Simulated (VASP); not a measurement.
# SiC (F-43m) in VASP: Born charges and dielectric tensor with PBE

Aim: the Born charges and dielectric tensor of SiC with PBE.

All numbers are computed with VASP 6.6.1; they aren't measurements. Logs are shortened: lines on timing, memory, paths and dates and some standing lists are left out, and cuts for length are marked.

**The experiment to reproduce.**

From “Insight into the structural, elastic and electronic properties of a new orthorhombic 6O-SiC polytype”, 2020, pmc:7200658, for a bulk crystal of SiC: band gap 2.4 eV (indirect).

“Infrared properties of SiC particles”, 1999, arxiv:astro-ph/9903031 quotes, for a bulk crystal of SiC: high-frequency dielectric constant 6.49.

How close the calculation comes is told below.

### 1 Starting point

The structure is cubic, space group F-43m (No. 216). Conventional cell: a = 4.380 Å, b = 4.380 Å, c = 4.380 Å, α = 90.00°, β = 90.00°, γ = 90.00°. Si (site symmetry -43m) has 4 C at 1.90 Å as nearest neighbours. C (site symmetry -43m) is surrounded by 4 Si at 1.90 Å.

### 2 Born charges and dielectric tensor, PBE

Contents of INCAR:

```
PREC = Accurate
ENCUT = 520
EDIFF = 0.05
ISMEAR = 0
SIGMA = 0.02
LREAL = False
LASPH = True
NELM = 100
ALGO = Normal
ISIF = 2
LWAVE = False
LCHARG = False
GGA = PE
LEPSILON = True
IBRION = 8
NSW = 1
```

Contents of KPOINTS:

```
Automatic mesh
0
Gamma
  12 12 12
```

Contents of POSCAR:

```
SiC                                     
1.0
    0.0000000000      2.1897952867      2.1897952867
    2.1897952867      0.0000000000      2.1897952867
    2.1897952867      2.1897952867     -0.0000000000
  Si              C             
     1     1
Direct
     0.0000000000000000    0.0000000000000000    0.0000000000000000
     0.2500000000000000    0.2500000000000000    0.2500000000000000
```

Potentials or basis: VASP PAW PBE potentials, release 64 (Si, C).

Launch:

```console
cat potpaw_PBE.64/Si/POTCAR potpaw_PBE.64/C/POTCAR > POTCAR
mpirun -np 1 vasp_std > vasp.out
```

OUTCAR:

```text
PREC = Accurate
   ENCUT = 520
   EDIFF = 0.05
   ISMEAR = 0
   LREAL = False
   LASPH = True
   NELM = 100
   ISIF = 2
   GGA = PE
   LEPSILON = True
   IBRION = 8
   NSW = 1

 ion  position               nearest neighbor table
   1  0.000  0.000  0.000-   2 1.90   2 1.90   2 1.90   2 1.90
   2  0.250  0.250  0.250-   1 1.90   1 1.90   1 1.90   1 1.90

  LATTYP: Found a face centered cubic cell.
 ALAT       =     4.3795905734

  Lattice vectors:

 A1 = (   0.0000000000,   2.1897952867,   2.1897952867)
 A2 = (   2.1897952867,   0.0000000000,   2.1897952867)
 A3 = (   2.1897952867,   2.1897952867,   0.0000000000)

Analysis of symmetry for initial positions (statically):
=====================================================================
 Subroutine PRICEL returns:
 Original cell was already a primitive cell.

 Routine SETGRP: Setting up the symmetry group for a
 face centered cubic supercell.

 Subroutine GETGRP returns: Found 24 space group operations
 (whereof 24 operations were pure point group operations)
 out of a pool of 48 trial point group operations.

The static configuration has the point symmetry T_d .

Analysis of symmetry for dynamics (positions and initial velocities):
=====================================================================
 Subroutine PRICEL returns:
 Original cell was already a primitive cell.

 Routine SETGRP: Setting up the symmetry group for a
 face centered cubic supercell.

 Subroutine GETGRP returns: Found 24 space group operations
 (whereof 24 operations were pure point group operations)
 out of a pool of 48 trial point group operations.

The dynamic configuration has the point symmetry T_d .

 Subroutine INISYM returns: Found 24 space group operations
 (whereof 24 operations are pure point group operations),
 and found     1 'primitive' translations

----------------------------------------------------------------------------------------

                                     Primitive cell

  volume of cell :      21.0010

  direct lattice vectors                    reciprocal lattice vectors
     0.000000000  2.189795287  2.189795287    -0.228331846  0.228331846  0.228331846
     2.189795287  0.000000000  2.189795287     0.228331846 -0.228331846  0.228331846
     2.189795287  2.189795287  0.000000000     0.228331846  0.228331846 -0.228331846

  length of vectors
     3.096838193  3.096838193  3.096838193     0.395482358  0.395482358  0.395482358

  position of ions in fractional coordinates (direct lattice)
     0.000000000  0.000000000  0.000000000
     0.250000000  0.250000000  0.250000000

  ion indices of the primitive-cell ions
   primitive index   ion index
                 1           1
                 2           2

----------------------------------------------------------------------------------------

 KPOINTS: Automatic mesh

Automatic generation of k-mesh.
 Grid dimensions read from file:
 generate k-points for:   12   12   12

 Generating k-lattice:

  Cartesian coordinates                     Fractional coordinates (reciprocal lattice)
    -0.019027654  0.019027654  0.019027654     0.083333333  0.000000000  0.000000000
     0.019027654 -0.019027654  0.019027654     0.000000000  0.083333333  0.000000000
     0.019027654  0.019027654 -0.019027654     0.000000000  0.000000000  0.083333333

  Length of vectors
     0.032956863  0.032956863  0.032956863

  Shift w.r.t. Gamma in fractional coordinates (k-lattice)
     0.000000000  0.000000000  0.000000000

 Subroutine IBZKPT returns following result:
 ===========================================

 Found     72 irreducible k-points:

 Following reciprocal coordinates:
            Coordinates               Weight
[... 371 lines left out ...]
     0.000000000  2.189795287  2.189795287    -0.228331846  0.228331846  0.228331846
     2.189795287  0.000000000  2.189795287     0.228331846 -0.228331846  0.228331846
     2.189795287  2.189795287  0.000000000     0.228331846  0.228331846 -0.228331846

 POSITION                                       TOTAL-FORCE (eV/Angst)
 -----------------------------------------------------------------------------------
      0.00000      0.00000      0.00000        -0.000000     -0.000000     -0.000000
      1.09490      1.09490      1.09490         0.000000      0.000000      0.000000
 -----------------------------------------------------------------------------------
    total drift:                                0.000002      0.000002      0.000002

  FREE ENERGIE OF THE ION-ELECTRON SYSTEM (eV)
  ---------------------------------------------------
  free  energy   TOTEN  =       -15.0681599578 eV

  energy  without entropy=      -15.0681599578  energy(sigma->0) =      -15.06815996

 HEAD OF MICROSCOPIC STATIC DIELECTRIC TENSOR (INDEPENDENT PARTICLE, excluding Hartree and local field effects)
 ------------------------------------------------------
           7.236475    -0.000000    -0.000000
           0.000000     7.236475     0.000000
           0.000000     0.000000     7.236475
 ------------------------------------------------------

 Free energy of the ion-electron system (eV)
  ---------------------------------------------------
  ---------------------------------------------------
  free energy    TOTEN  =        -0.36172088 eV

  energy without entropy =       -0.36172088

------------------------ aborting loop because EDIFF is reached ----------------------------------------

--------------------------------------- Ionic step        2  -------------------------------------------

------------------------ aborting loop because EDIFF is reached ----------------------------------------

--------------------------------------- Ionic step        3  -------------------------------------------

------------------------ aborting loop because EDIFF is reached ----------------------------------------

 PIEZOELECTRIC TENSOR FIELD DIRECTION 3  (e Angst)
 -----------------------------------------------------------------------------
    -0.00435 -0.20191  0.00000           ( -0.00000 -0.05362  0.00000)
    -0.20191 -0.00435  0.00000           ( -0.05362 -0.00000  0.00000)
     0.00000  0.00000  0.00048           (  0.00000  0.00000 -0.00000)

 PIEZOELECTRIC TENSOR FIELD DIRECTION 3  (C/m^2)
 -----------------------------------------------------------------------------
    -0.00332 -0.15404  0.00000
    -0.15404 -0.00332  0.00000
     0.00000  0.00000  0.00036

--------------------------------------- Ionic step        4  -------------------------------------------

------------------------ aborting loop because EDIFF is reached ----------------------------------------

[... ionic steps 5 to 6 ...]

--------------------------------------- Ionic step        7  -------------------------------------------

 Free energy of the ion-electron system (eV)
  ---------------------------------------------------
  ---------------------------------------------------
  free energy    TOTEN  =        -0.12350987 eV

  energy without entropy =       -0.12350987

------------------------ aborting loop because EDIFF is reached ----------------------------------------

 INTERNAL STRAIN TENSOR  FOR ION    2  DIRECTION 1   (eV/Angst):
 -----------------------------------------------------------------------------
    -0.00456  0.00000  0.00000
     0.00000  0.00486-20.89117
     0.00000-20.89117  0.00486

 MACROSCOPIC STATIC DIELECTRIC TENSOR (including local field effects in DFT)
 ------------------------------------------------------
           7.236477    -0.000000     0.000000
           0.000000     7.236477    -0.000000
          -0.000000    -0.000000     7.236477
 ------------------------------------------------------

 PIEZOELECTRIC TENSOR (including local field effects)  for field in x, y, z        (e  Angst)
          XX          YY          ZZ          XY          YZ          ZX
  --------------------------------------------------------------------------------
  x     0.00000     0.00000    -0.00000     0.00000    -0.19985     0.00000
  y     0.00000    -0.00000     0.00000     0.00000     0.00000    -0.19985
  z    -0.00000     0.00000    -0.00000    -0.19985     0.00000     0.00000

 PIEZOELECTRIC TENSOR (including local field effects)  for field in x, y, z        (C/m^2)
          XX          YY          ZZ          XY          YZ          ZX
  --------------------------------------------------------------------------------
  x     0.00000     0.00000    -0.00000     0.00000    -0.15247     0.00000
  y     0.00000    -0.00000     0.00000     0.00000     0.00000    -0.15247
  z    -0.00000     0.00000    -0.00000    -0.15247     0.00000     0.00000

 BORN EFFECTIVE CHARGES (including local field effects) (in |e|, cummulative output)
 ---------------------------------------------------------------------------------
 ion    1
    1     2.19094     0.00000    -0.00000
    2    -0.00000     2.19094     0.00000
    3    -0.00000    -0.00000     2.19094
 ion    2
    1    -2.19094    -0.00000     0.00000
    2     0.00000    -2.19094    -0.00000
    3     0.00000     0.00000    -2.19094

 INTERNAL STRAIN TENSOR FOR ION    2 for displacements in x,y,z  (eV/Angst):
          X           Y           Z          XY          YZ          ZX
  --------------------------------------------------------------------------------
  x    -0.00000     0.00000     0.00000     0.00000   -20.89117     0.00000
  y    -0.00000     0.00000    -0.00000     0.00000     0.00000   -20.89117
  z     0.00000     0.00000    -0.00000   -20.89117     0.00000     0.00000

 SECOND DERIVATIVES (NOT SYMMETRIZED)
 ------------------------------------
               1X          1Y          1Z          2X          2Y          2Z
  1X   -23.725095    0.000000    0.000000   23.725095    0.000000    0.000000
  1Y     0.000000  -23.725095    0.000000    0.000000   23.725095    0.000000
  1Z     0.000000    0.000000  -23.725095    0.000000    0.000000   23.725095
  2X    34.229020    0.000000    0.000000  -34.229020    0.000000    0.000000
  2Y     0.000000   34.229020    0.000000    0.000000  -34.229020    0.000000
  2Z     0.000000    0.000000   34.229020    0.000000    0.000000  -34.229020

 Eigenvectors and eigenvalues of the dynamical matrix
 ----------------------------------------------------

   1 f  =   30.138508 THz   189.365830 2PiTHz 1005.312410 cm-1   124.642797 meV
             X         Y         Z           dx          dy          dz
      0.000000  0.000000  0.000000     0.000000    0.481501    0.000000
      1.094898  1.094898  1.094898     0.000000   -0.876446    0.000000
[... 21 lines left out ...]
   6 f/i=    2.318860 THz    14.569827 2PiTHz   77.348844 cm-1     9.590030 meV
             X         Y         Z           dx          dy          dz
      0.000000  0.000000  0.000000     0.000000    0.000000    0.876446
      1.094898  1.094898  1.094898     0.000000    0.000000    0.481501

--------------------------------------------------------------------------------------------------------

 MACROSCOPIC STATIC DIELECTRIC TENSOR IONIC CONTRIBUTION
 ------------------------------------------------------
           1.404470    -0.000000    -0.000000
          -0.000000     1.404470     0.000000
          -0.000000     0.000000     1.404470
 ------------------------------------------------------

 ELASTIC MODULI CONTR FROM IONIC RELAXATION (kBar)
 Direction    XX          YY          ZZ          XY          YZ          ZX
 --------------------------------------------------------------------------------
 XX          -0.0000      0.0000     -0.0000     -0.0000     -0.0000     -0.0000
 YY           0.0000     -0.0000      0.0000     -0.0000     -0.0000      0.0000
 ZZ          -0.0000      0.0000     -0.0000     -0.0000     -0.0000     -0.0000
 XY          -0.0000     -0.0000     -0.0000   -700.8333     -0.0000     -0.0000
 YZ          -0.0000     -0.0000     -0.0000     -0.0000   -700.8333      0.0000
 ZX          -0.0000      0.0000     -0.0000     -0.0000      0.0000   -700.8333
 --------------------------------------------------------------------------------

 PIEZOELECTRIC TENSOR IONIC CONTR  for field in x, y, z        (C/m^2)
          XX          YY          ZZ          XY          YZ          ZX
  --------------------------------------------------------------------------------
  x     0.00000     0.00000     0.00000     0.00000     0.93355    -0.00000
  y     0.00000    -0.00000     0.00000    -0.00000     0.00000     0.93355
  z     0.00000     0.00000     0.00000     0.93355     0.00000     0.00000
```

It took 2.2 min on 1 thread of AMD EPYC 7R43 (Zen 3), shared host; peak memory 0.2 GiB.

What came out:

* Band gap on the k mesh: 1.38 eV, indirect (least direct gap 4.53 eV)
* Electronic dielectric tensor (diagonal): 7.24
* Born charges (mean of the diagonal): Si +2.19; C -2.19 e

Levels at points of the mesh, in eV from the valence-band top:
```
           k point  band 1  band 2  band 3  band 4  band 5  band 6  band 7  band 8
(0.00, 0.00, 0.00)  -15.28    0.00    0.00    0.00    6.05    7.22    7.22    7.22
(0.50, 0.00, 0.00)  -11.77   -8.44   -1.05   -1.05    5.30    7.18    7.18    9.97
(0.50, 0.50, 0.00)  -10.34   -7.74   -3.15   -3.15    1.38    4.28   13.87   13.87
```

Electronic dielectric tensor:
```
7.24 0.00 0.00
0.00 7.24 0.00
0.00 0.00 7.24
```

Born effective charge tensors (e):
atom 1, Si
```
2.19 0.00 0.00
0.00 2.19 0.00
0.00 0.00 2.19
```
atom 2, C
```
-2.19  0.00  0.00
 0.00 -2.19  0.00
 0.00  0.00 -2.19
```

Caveat: some modes are imaginary.

### 3 Comparison with measurements

Step 2. Measured gap of SiC: 2.4 eV (indirect; quoted in “Insight into the structural, elastic and electronic properties of a new orthorhombic 6O-SiC polytype”, 2020, pmc:7200658). This calculation gives 1.38 eV (-1.02 eV). The value is that of PBE on a finite k mesh, which can miss the band edges, without temperature or zero-point motion. Semilocal functionals fall short of measured gaps as a rule. Against the measured high-frequency dielectric constant of SiC, 6.49 (quoted in “Infrared properties of SiC particles”, 1999, arxiv:astro-ph/9903031), the calculated 7.24 is off by +11.5 %.
